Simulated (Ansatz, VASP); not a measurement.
# GaAs: VASP beside Ansatz

Wanted: the spread between two codes on one cell, functional and k mesh. The cell is taken from a series of VASP runs on this material, whose earlier steps may have relaxed, scaled or displaced it; both programs get it as it stands.

Program: Ansatz 0.2.0. Level of theory: plane waves, with VASP 6.6.1 beside it; relaxation of cell and atoms at PBEsol and relaxation of cell and atoms at PBE. Results are calculated unless marked as measured.

## 1. Starting point

The structure is cubic, space group F-43m (No. 216). The conventional cell has a = 5.660 Å, b = 5.660 Å, c = 5.660 Å, α = 90.00°, β = 90.00°, γ = 90.00°. As has 4 Ga at 2.45 Å nearest. Nearest to Ga lie 4 As at 2.45 Å. Farther neighbours are not listed.

## 2. VASP: relaxation of cell and atoms, PBEsol

The relaxed volume is the usual yardstick between codes: its relative difference is about their pressure difference at one cell divided by the bulk modulus.

Lines of VASP's logs that name or quote its potential files are left out, and so is its time.

File INCAR:

```
SYSTEM = GaAs
PREC = Accurate
ENCUT = 450
EDIFF = 1E-06
NELM = 100
ISMEAR = 0
SIGMA = 0.03
LREAL = .FALSE.
ALGO = Normal
GGA = PS
NBANDS = 15
LORBIT = 11
LWAVE = .FALSE.
LCHARG = .FALSE.
KPAR = 4
IBRION = 2
NSW = 50
ISIF = 3
EDIFFG = -0.006
```

File POSCAR:

```
GaAs
1.0
    0.0000000000      2.8298538328      2.8298538328
    2.8298538328      0.0000000000      2.8298538328
    2.8298538328      2.8298538328      0.0000000000
As Ga
1 1
Direct
    0.7500000000      0.7500000000      0.7500000000
    0.0000000000      0.0000000000      0.0000000000
```

File KPOINTS:

```
Automatic mesh
0
Gamma
6 6 6
0 0 0
```

The projector-augmented-wave data sets are As and Ga_d (PBE family, release 64).

On the command line:

```bash
$ mpirun -np 4 vasp_std
```

Numbers of over 12 decimals in the logs are rounded to 6 here.

What it wrote:

```text
[banner, memory and clock lines left out]
running    4 mpi-ranks, on    1 nodes
 distrk:  each k-point on    1 cores,    4 groups
 distr:  one band on    1 cores,    1 groups

 POSCAR found type information on POSCAR AsGa
 POSCAR found :  2 types and       2 ions
|                                                                             |
|               ----> ADVICE to this user running VASP <----                  |
|                                                                             |
|     You enforced a specific xc type in the INCAR file but a different       |
|     [... a line on the potential file left out ...]
|     I HOPE YOU KNOW WHAT YOU ARE DOING!                                     |
|                                                                             |

 LDA part: xc-table for (Slater+PW92), standard interpolation
 POSCAR, INCAR and KPOINTS ok, starting setup
 FFT: planning ... GRIDC
 FFT: planning ... GRID_SOFT
 FFT: planning ... GRID
 WAVECAR not read
 entering main loop
       N       E                     dE             d eps       ncg     rms          rms(c)
DAV:   1     0.773810776138E+02    0.77381E+02   -0.83176E+03   495   0.151E+03
DAV:   2    -0.320566268715E+01   -0.80587E+02   -0.76927E+02   543   0.290E+02
DAV:   3    -0.916834058805E+01   -0.59627E+01   -0.59397E+01   578   0.664E+01
DAV:   4    -0.926829769704E+01   -0.99957E-01   -0.99931E-01   607   0.951E+00
DAV:   5    -0.926959388755E+01   -0.12962E-02   -0.12962E-02   599   0.953E-01    0.293E+00
DAV:   6    -0.909877427552E+01    0.17082E+00   -0.24207E-01   733   0.977E+00    0.173E+00
DAV:   7    -0.906643390482E+01    0.32340E-01   -0.62137E-02   703   0.217E+00    0.539E-01
DAV:   8    -0.906462086876E+01    0.18130E-02   -0.97860E-03   606   0.119E+00    0.103E-01
DAV:   9    -0.906479611300E+01   -0.17524E-03   -0.72436E-04   603   0.348E-01    0.431E-02
DAV:  10    -0.906482981953E+01   -0.33707E-04   -0.53008E-05   657   0.756E-02    0.233E-02
DAV:  11    -0.906485192737E+01   -0.22108E-04   -0.26179E-05   550   0.543E-02    0.251E-03
DAV:  12    -0.906485192631E+01    0.10587E-08   -0.89492E-07   485   0.157E-02
   1 F= -.90648519E+01 E0= -.90648519E+01  d E =-.906485E+01
 curvature:   0.00 expect dE= 0.000E+00 dE for cont linesearch  0.000E+00
 trial: gam= 0.00000 g(F)=  0.333E-46 g(S)=  0.230E-05 ort = 0.000E+00 (trialstep = 0.100E+01)
 search vector abs. value=  0.230E-05
 reached required accuracy - stopping structural energy minimisation
```

OUTCAR, selected parts (step 2):

```text
ion  position               nearest neighbor table
   1  0.750  0.750  0.750-   2 2.45   2 2.45   2 2.45   2 2.45
   2  0.000  0.000  0.000-   1 2.45   1 2.45   1 2.45   1 2.45

  LATTYP: Found a face centered cubic cell.
 ALAT       =     5.6597076656

 Subroutine GETGRP returns: Found 24 space group operations
 (whereof 24 operations were pure point group operations)

The static configuration has the point symmetry T_d .

 Found     16 irreducible k-points:

   k-points           NKPTS =     16   k-points in BZ     NKDIM =     16   number of bands    NBANDS=     15

   dimension x,y,z NGX =    28 NGY =   28 NGZ =   28
   dimension x,y,z NGXF=    56 NGYF=   56 NGZF=   56

   ENCUT  =  450.0 eV  33.07 Ry    5.75 a.u.   6.92  6.92  6.92*2*pi/ulx,y,z

   NELECT =      18.0000    total number of electrons

 k-points in reciprocal lattice and weights: Automatic mesh
   0.00000000  0.00000000  0.00000000       0.005
   0.16666667  0.00000000  0.00000000       0.037
   0.33333333  0.00000000  0.00000000       0.037
   0.50000000  0.00000000  0.00000000       0.019
   0.16666667  0.16666667  0.00000000       0.028
   0.33333333  0.16666667  0.00000000       0.111
   0.50000000  0.16666667  0.00000000       0.111
  -0.33333333  0.16666667  0.00000000       0.111
  -0.16666667  0.16666667  0.00000000       0.056
[...]
-0.33333333  0.33333333  0.16666667       0.111
  -0.33333333  0.50000000  0.16666667       0.056

 average (electrostatic) potential at core
       1 -50.2216       2 -66.2564

 E-fermi :   3.9878

 k-point     1 :       0.0000    0.0000    0.0000
  band No.  band energies     occupation
    ...
      5     -10.9191      2.00000
      6      -8.9468      2.00000
      7       3.7840      2.00000
      8       3.7840      2.00000
      9       3.7840      2.00000
     10       4.2120      0.00000
     11       7.4650      0.00000
     12       7.4651      0.00000
     13       7.4651      0.00000
     14      11.1590      0.00000
    ...

 k-point     2 :       0.1667    0.0000    0.0000
  band No.  band energies     occupation
    ...
      5     -10.9193      2.00000
      6      -8.6260      2.00000
      7       1.0442      2.00000
      8       3.4009      2.00000
      9       3.4009      2.00000
     10       5.3460      0.00000
     11       8.0131      0.00000
     12       8.0131      0.00000
     13       8.3853      0.00000
     14      12.5397      0.00000
    ...

 k-point     3 :       0.3333    0.0000    0.0000
  band No.  band energies     occupation
    ...
      5     -10.9175      2.00000
      6      -7.7969      2.00000
      7      -1.6220      2.00000
      8       2.8538      2.00000
      9       2.8538      2.00000
     10       4.9168      0.00000
     11       8.4244      0.00000
     12       8.4244      0.00000
     13      10.9149      0.00000
     14      12.3603      0.00000
    ...

  Total        0.0056321      0.0056321      0.0056321      0.0000000     -0.0000000      0.0000000
  in kB        0.1990959      0.1990959      0.1990959      0.0000000     -0.0000000      0.0000000
  external PRESSURE =       0.1990959 kB  Pullay stress =       0.0000000 kB

  energy-cutoff  :      450.00
  volume of cell :       45.32
      direct lattice vectors                 reciprocal lattice vectors
     0.000000000  2.829853833  2.829853833    -0.176687571  0.176687571  0.176687571
     2.829853833  0.000000000  2.829853833     0.176687571 -0.176687571  0.176687571
     2.829853833  2.829853833  0.000000000     0.176687571  0.176687571 -0.176687571

 POSITION                                       TOTAL-FORCE (eV/Angst)
 -----------------------------------------------------------------------------------
      4.24478      4.24478      4.24478        -0.000000     -0.000000      0.000000
      0.00000      0.00000      0.00000         0.000000      0.000000     -0.000000
 -----------------------------------------------------------------------------------
    total drift:                               -0.000001     -0.000001     -0.000001

  FREE ENERGIE OF THE ION-ELECTRON SYSTEM (eV)
  ---------------------------------------------------
  free  energy   TOTEN  =        -9.0648519263 eV

  energy  without entropy=       -9.0648519263  energy(sigma->0) =       -9.06485193

 reached required accuracy - stopping structural energy minimisation

 total charge
# of ion       s       p       d       tot
------------------------------------------
    1        1.209   1.594   0.031   2.834
    2        0.880   0.802   9.994  11.676
--------------------------------------------------
tot          2.088   2.396  10.025  14.510

[... 3 further parts left out ...]
```

## 3. Ansatz: relaxation of cell and atoms, PBEsol

Ansatz runs on its default PAW (the set named soft_2) files.

The same cell, functional, mesh and smearing now go to Ansatz, which takes its cutoff from its data sets.

File input.yaml:

```yaml
crystal:
  lattice:
    - [0.0, 2.8298538328, 2.8298538328]
    - [2.8298538328, 0.0, 2.8298538328]
    - [2.8298538328, 2.8298538328, 0.0]
  atoms:
    - { symbol: As, position: [0.75, 0.75, 0.75] }
    - { symbol: Ga, position: [0.0, 0.0, 0.0] }
hamiltonian:
  xc: pbesol
  pseudopotentials: { kind: paw }
kpoints:
  mp_grid: { grid: [6, 6, 6] }
scf:
  occupations: { method: gaussian, width: 0.03 }
relax:
  f_tol: 0.01
  max_steps: 60
  cell: { stress_tol: 0.05 }
output:
  forces: true
  stress: true
```

On the command line:

```bash
$ ansatz run input.yaml --threads 4 --pin off --max-ram 9216MiB --backend cpu --events-out ev --progress --plain --runs-dir out
```

What it wrote:

```text
Engine: ansatz 0.2.0, aarch64-unknown-linux-gnu
Pseudopotentials: kind: paw
Pseudopotential: As, paw, valence charge 15, recommended cutoff 420 eV (normal), As.paw.azcp
Pseudopotential: Ga, paw, valence charge 13, recommended cutoff 420 eV (normal), Ga.paw.azcp
Functional definition: PBEsol
  exchange = pbesol_x
  correlation = pbesol_c
Crystal: 2 atoms, lattice volume = 45.323 Å³
Basis set: ecut = 420 eV, 893 PW (Γ), exchange–correlation on 54×54×54 points (8 copies of the dense FFT grid, shifted against one another)
Bands: 18, of which v1, the nominal top of the filled ones, is band 14 counted from 1 (13 counted from 0)
Symmetry: 24 space group operations
Space group: F-43m (ITA 216), of the structure as read, at distance tolerance 3.6e-5 Å
k-points: 16 of 216 (time reversal used)
Non-local potential: As, projectors of the file, l = 0: 2, l = 1: 2, l = 2: 3, l = 3: 1
Non-local potential: Ga, projectors of the file, l = 0: 2, l = 1: 2, l = 2: 3, l = 3: 1
PAW form: soft (Blöchl's): semilocal exchange-correlation on the pseudo side does not see the compensation charge
PAW frozen core: As, regenerated for the run's functional, and the local potential with it (the file was generated under x = pbe(κ = 0.804, μ = 0.219515), c = pbe(β = 0.066725))
PAW frozen core: Ga, regenerated for the run's functional, and the local potential with it (the file was generated under x = pbe(κ = 0.804, μ = 0.219515), c = pbe(β = 0.066725))
PAW one-centre angular grid: As, 590 points (default); XC on 64 Gauss nodes
PAW one-centre angular grid: Ga, 590 points (default); XC on 64 Gauss nodes
Initial density: superposition of atomic densities (neutral atoms: chi_scale 0, normalization atom), corrected by the library's trained network
Initial wavefunctions: pseudopotential atomic-orbital guess
Functional: x = pbesol(κ = 0.804, μ = 0.123457), c = pbesol(β = 0.046)
SCF iter   1: F=—  HF=-8556.836165 eV  |F-HF|=—  |Δ(HF+E_count)|=         —  Δρ=2.79e-3  dr2=5.88e-3  ethr=1.77e-3  ⟨swp⟩=5.9  Hψ=1353  notcnv=0
preconditioner: auto → none  [insulator: Δε(μ)=0.405 eV  Ē_g=15.383 eV  σ=0.030 eV  W_gap=1.00  n_scr=14 (ndim 8)  ℏωp=23.4 eV  f_vac=0.091  D(μ)=0.00/eV (n_scr^D=0)  ε∞_Penn≈3.3]
SCF iter   2: F=—  HF=-8556.833515 eV  |F-HF|=—  |Δ(HF+E_count)|=   2.65e-3  Δρ=9.83e-4  dr2=4.41e-4  ethr=2.10e-5  ⟨swp⟩=2.5  Hψ=616  notcnv=0
SCF iter   3: F=—  HF=-8556.833550 eV  |F-HF|=—  |Δ(HF+E_count)|=   3.47e-5  Δρ=3.78e-4  dr2=6.70e-5  ethr=1.58e-6  ⟨swp⟩=2.0  Hψ=432  notcnv=0
SCF iter   4: F=—  HF=-8556.833547 eV  |F-HF|=—  |Δ(HF+E_count)|=   3.13e-6  Δρ=1.83e-4  dr2=9.94e-6  ethr=2.39e-7  ⟨swp⟩=2.0  Hψ=432  notcnv=0
SCF iter   5: F=—  HF=-8556.833552 eV  |F-HF|=—  |Δ(HF+E_count)|=   5.07e-6  Δρ=3.40e-5  dr2=2.87e-7  ethr=3.55e-8  ⟨swp⟩=2.0  Hψ=432  notcnv=0
SCF iter   6: F=-8556.833552 eV  HF=-8556.833552 eV  |F-HF|=1.22e-9  |Δ(HF+E_count)|=   3.17e-7  Δρ=2.07e-6  dr2=1.41e-9  ethr=3.57e-10  ⟨swp⟩=4.0  Hψ=916  notcnv=0
SCF 1 converged in 6 iterations: F = -8556.833552 eV  dr2 = 1.41e-9
  greatest PAW one-centre occupation: 0.999 electrons in one spin orbital (limit 2), on the As atom at site 0 (counted from 0), in its partial waves of l = 2
relax step   1: F+E_penalty+E_count = -8556.83355212 eV  Δ(F+E_penalty+E_count) = +0.000e0 eV  max|allowed force component| = 1.122e-16 eV/Å  Δτ_max = 0.0000 Å  P = -0.053 GPa  Ω = 45.323 Å³  (6 SCF iters, dr2 threshold 1.00e-7 eV, accepted)
[...]
relax step   2: F+E_penalty+E_count = -8556.83356297 eV  Δ(F+E_penalty+E_count) = -1.085e-5 eV  max|allowed force component| = 3.224e-17 eV/Å  Δτ_max = 0.0000 Å  P = -0.009 GPa  Ω = 45.295 Å³  energy of the carried Pulay correction = +5.276e-6 eV  (3 SCF iters, dr2 threshold 7.09e-9 eV, accepted)
[...]
relax step   3: F+E_penalty+E_count = -8556.83353558 eV  Δ(F+E_penalty+E_count) = +2.739e-5 eV  max|allowed force component| = 2.833e-17 eV/Å  Δτ_max = 0.0000 Å  P = -0.008 GPa  Ω = 45.295 Å³  stress off target by 8.08e-3 GPa  SCF on the basis re-selected at this cell (its energy is not comparable with the rows above)  (5 SCF iters)
basis re-selected at this cell: Δ(F+E_penalty+E_count) = +2.739e-5 eV, ΔP = +0.001 GPa vs the last step (what re-selecting the basis moved, of the pressure what is left beyond the Pulay correction that the steps carried, after the strain that the cell walked since its last selection, with what the two solves' SCF thresholds leave and, on support functions, any second-order correction that the steps lacked; it is no m [...]
SCF converged after 5 iterations
Free energy (F): -8556.833536 eV
Harris-Foulkes:  -8556.833536 eV  (|F-HF|=1.82e-12)
Internal energy: -8556.833536 eV  (E = F + TS)
E sigma→0 (E₀):  -8556.833536 eV
Fermi energy:    8.235603 eV
--- Per-component energies (eV) ---
  E_band       = -316.821573
  E_kinetic    = 219.422097
  E_local      = -3922.916225  (includes V_loc(G=0)·N_el)
  E_nonlocal   = -242.187724
  E_hartree    = 1973.547112
  E_xc         = -147.188938
  E_vxc        = -137.371808  (∫ρ·V_xc dr)
  E_paw        = -3742.908269  (= ΣΔE_a)
  E_vpaw       = -180.862011  (= ΣTr[D̂ρ^β])
  E_aug_tail   = -0.000137  (compensation charges beyond the density's cutoff)
  E_ewald      = -2696.430858
  E_core_change = 1.829407  (= ΣΔE_core)
  E_smearing   = -0.000000  (= −TS)
  E_closure    = 0.000000  (closes the sum)
  Σ components = -8556.833536   (vs F -8556.833536, Δ=0.00e0)
--- Forces (eV/Å), atoms counted from 1 ---
  atom   1  As     0.00000000     0.00000000    -0.00000000
  atom   2  Ga    -0.00000000     0.00000000     0.00000000
  max |Σ_I F_I| component: 5.44e-17 eV/Å
--- Stress (GPa, compression-positive) ---
       -0.008077       0.000000       0.000000
        0.000000      -0.008077       0.000000
        0.000000       0.000000      -0.008077
  P = ⅓ Tr σ = -0.0081 GPa (-0.081 kbar)
--- Relaxed structure (2 steps of the walk, 2 accepted, 1 SCFs on fresh bases) ---
  F+E_penalty+E_count = -8556.83353558 eV   max|allowed force component| = 2.833e-17 eV/Å   (the final SCF, on the basis selected at the relaxed cell)
  cell:  # Å, volume = 45.2947 Å³
    - [0, 2.829258, 2.829258]
    - [2.829258, 0, 2.829258]
    - [2.829258, 2.829258, 0]
  atoms:
    - { symbol: As, position: [0.750000, 0.750000, 0.750000] }
    - { symbol: Ga, position: [0, 0, 0] }
```

It took 1.4 s on 4 threads of Arm Neoverse V2, shared host; peak memory 0.32 GiB; 4 s of CPU time.

## 4. Side by side

Known differences besides the potentials themselves: both relaxations stop at a tolerance, which leaves soft axes loose, and VASP keeps its plane-wave basis; the data sets hold 28 valence electrons in Ansatz (default PAW (the set named soft_2) files) and 18 in VASP; the cutoff is 420 eV in Ansatz and 450 eV in VASP; Ansatz makes its cores anew for this functional, VASP keeps those of its PBE data sets; VASP leaves aspherical gradient terms in its spheres out (LASPH is not set), Ansatz keeps them; Ansatz adds a Pulay correction to the stress that steers its cell, VASP none. Total energies have different zeros and are not compared.

Compared:

```
                                         quantity  Ansatz   VASP  difference
                                      volume (Å³)   45.29  45.32     -0.06 %
edge a after relaxation, in the typed setting (Å)   4.001  4.002     -0.02 %
```

The walks stopped with -0.01 GPa left in Ansatz and 0.02 GPa in VASP; each walk ends within a tolerance, so the volume difference is uncertain by about these residues over the bulk modulus, most in soft cells.

[end of part 1 of 2]

[Lines on the potential files, build, host, timing and source positions are cut from VASP's logs without a mark.]

[Logs are printed without paths, hosts, clocks, repeated set-up lines and the standing remarks that a program may print on its own settings, such as how far it seeks lower states.]

[Hosts, paths, dates, database ids (printed as entryN), source tags and the programs' standing remarks are cut or masked in the printed files.]
